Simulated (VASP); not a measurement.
PbS (Galena):

```
CELL_PARAMETERS angstrom
0.00000 2.96575 2.96575
2.96575 0.00000 2.96575
2.96575 2.96575 0.00000
ATOMIC_POSITIONS crystal
Pb 0.00000 0.00000 0.00000
S 0.50000 0.50000 0.50000
```

Base run:

```yaml
Program: VASP 6.6.1
Functional: AM05
Potentials_or_basis: VASP PAW PBE potentials, release 64 (Pb_d, S)
Cutoff: 520 eV
k_mesh: 8 × 8 × 8
Occupations: fermi-dirac, width 0.05 eV
Spin: no spin polarisation
```

Its results: band gap on the k mesh 0.34 eV, direct.

Question: The run is repeated on the same cell with these changes: functional from AM05 to PBEsol; further incar settings from ALGO = Normal; EDIFF = 1e-06; NBANDS = 17 to ALGO = Normal; EDIFF = 1e-08; IBRION = 8. What comes out?

Answer: Band gap on the k mesh 0.26 eV, direct.

Caveats: spin-orbit coupling is left out, which as a rule narrows the gap of such compounds by several tenths of an eV; the gap is small at this level, which inflates the dielectric constant (some runs).
